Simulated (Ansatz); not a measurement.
# Al3Ni2: course of a relaxation

The calculation used DFT r2SCAN, scalar-relativistic, plane waves, PAW in Ansatz. Settings: 500 eV cutoff, 12×12×8 k-mesh, Gaussian smearing of 0.10 eV, no spin polarisation.

What was changed: biaxial strain in the a-b plane, c and atoms relaxed: -3.0 %.

Command:

```bash
ansatz run input.yaml --threads 1 --pin off --max-ram 2560MiB --backend cpu --events-out ev --progress --plain --runs-dir out
```

Input:

```yaml
crystal:
  lattice:
    - [3.8865197316, 0.0, 0.0]
    - [-1.9432598658, 3.3658248199, 0.0]
    - [0.0, 0.0, 4.9490345235]
  atoms:
    - { symbol: Al, position: [0.0, 0.0, 0.0] }
    - { symbol: Al, position: [0.3333333333, 0.6666666667, 0.6485664605] }
    - { symbol: Al, position: [0.6666666667, 0.3333333333, 0.3514335395] }
    - { symbol: Ni, position: [0.3333333333, 0.6666666667, 0.1474847782] }
    - { symbol: Ni, position: [0.6666666667, 0.3333333333, 0.8525152218] }
basis:
  ecutwfc: 500
kpoints:
  mp_grid: { grid: [12, 12, 8] }
hamiltonian:
  xc: r2scan
scf:
  occupations: { method: gaussian, width: 0.1 }
output:
  forces: true
  stress: true
  eigenvalues: true
relax:
  adjacent_minimum: "off"
  f_tol: 0.008
  max_steps: 40
  cell: { stress_tol: 0.015, fix: [a, b, gamma] }
```

F is the free energy. Steps run on the plane waves of an earlier cell, but the last one, and at times one on the way, on a freshly chosen basis, so a repeated geometry can differ a little in energy. The held parts of the cell keep their stress, so P needn't end at zero.

Steps:

| step | F − F(1) (eV) | largest force component (eV/Å) | V (Å³/atom) | P (GPa) |
| --- | --- | --- | --- | --- |
| 1 | 0.0000 | 0.057 | 12.948 | 6.88 |
| 2 | -0.0008 | 0.025 | 12.922 | 7.21 |
| 3 | -0.0010 | 0.001 | 12.904 | 7.43 |
| 4 | -0.0009 | 0.001 | 12.904 | 7.43 |

Relaxed structure:

```yaml
crystal:
  lattice:
    - [3.88652, 0.00000, 0.00000]
    - [-1.94326, 3.36582, 0.00000]
    - [0.00000, 0.00000, 4.93239]
  atoms:
    - { symbol: Al, position: [0.00000, 0.00000, 0.00000] }
    - { symbol: Al, position: [0.33333, 0.66667, 0.64851] }
    - { symbol: Al, position: [0.66667, 0.33333, 0.35149] }
    - { symbol: Ni, position: [0.33333, 0.66667, 0.14825] }
    - { symbol: Ni, position: [0.66667, 0.33333, 0.85175] }
```

It takes space group P-3m1 (No. 164, trigonal). Conventional cell: a = 3.887 Å, b = 3.887 Å, c = 4.932 Å, α = 90.00°, β = 90.00°, γ = 120.00°. Al (site symmetry -3m) has 6 Ni at 2.36 Å as nearest neighbours. Al (site symmetry 3m) is surrounded by 5 Ni at 2.46 to 2.47 Å and 3 Al at 2.68 Å. Ni (site symmetry 3m) is surrounded by 8 Al at 2.36 to 2.47 Å and 3 Ni at 2.68 Å.

The run converged. The run took 74 s on 1 thread of Oxide Virtual Turin-like Processor (Zen 5) (shared host), peak memory 0.73 GiB.